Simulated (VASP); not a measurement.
# InAs: restarted molecular dynamics, 2 variants

InAs, F-43m (no. 216), 8 atoms in the cell. PBE, molecular dynamics; PAW potentials In, As (PBE set).

| Restart from | Temperature at the end (K) | The same without a restart (K) | Potential energy at the end (eV/atom) | The same without a restart (eV/atom) | Electronic steps in the first step after the restart | Time (s) |
|---|---|---|---|---|---|---|
| CONTCAR with velocities, WAVECAR read | 610.0 | 610.0 | -3.63523 | -3.63523 | 4 | 219 |
| CONTCAR with velocities, no WAVECAR | 610.0 | 610.0 | -3.63523 | -3.63523 | 14 | 204 |

Limits: 180 fs of 8 atoms are too short for converged averages.

## Input of the first row

INCAR.step1:
```
SYSTEM = InAs
GGA      = PE             ! functional
PREC     = Normal         ! precision mode
ENCUT    = 210            ! plane-wave cutoff, eV
EDIFF    = 1E-6           ! SCF threshold, eV
NELMIN   = 4            
NELM     = 60             ! most SCF steps
ALGO     = Normal         ! electronic algorithm
LREAL    = Auto         
LASPH    = .TRUE.         ! aspherical terms in the spheres
ISMEAR   = 0              ! smearing method
SIGMA    = 0.05           ! smearing width, eV
ISYM     = 0            
LWAVE    = .TRUE.         ! write WAVECAR
LCHARG   = .FALSE.        ! write CHGCAR
IBRION   = 0              ! ionic algorithm
NSW      = 30             ! ionic steps
POTIM    = 3.0            ! step
TEBEG    = 1600         
ISIF     = 2              ! what is computed and relaxed
RANDOM_SEED= 872652 0 0   
MDALGO   = 1            
ANDERSEN_PROB= 0.0          
KPAR     = 2             
```

INCAR.step2, as INCAR.step1 but for:
```
- LWAVE = .TRUE.
+ LWAVE = .FALSE.
```

KPOINTS:
```
k-points
0
Monkhorst-Pack
  2 2 2
```

POSCAR.step1:
```
InAs
1.0
    6.0360000000      0.0000000000      0.0000000000
    0.0000000000      6.0360000000      0.0000000000
    0.0000000000      0.0000000000      6.0360000000
In As
4 4
Direct
    0.0000000000      0.0000000000      0.0000000000
    0.0000000000      0.5000000000      0.5000000000
    0.5000000000      0.0000000000      0.5000000000
    0.5000000000      0.5000000000      0.0000000000
    0.2500000000      0.2500000000      0.2500000000
    0.2500000000      0.7500000000      0.7500000000
    0.7500000000      0.2500000000      0.7500000000
    0.7500000000      0.7500000000      0.2500000000
```

Commands (each step's output is kept before the next begins):
```
cat potpaw_PBE.64/In/POTCAR potpaw_PBE.64/As/POTCAR > POTCAR
cp INCAR.step1 INCAR
cp POSCAR.step1 POSCAR
mpirun -np 2 vasp_std > vasp.out
cp CONTCAR POSCAR
cp INCAR.step2 INCAR
mpirun -np 2 vasp_std > vasp.out
```

Changes of the last row against the first:
```
(step 1)
- LWAVE = True
+ LWAVE = False
```

VASP 6.6.1 took 219 s on 2 cores (AMD EPYC 7R43 (Zen 3)), a shared host.
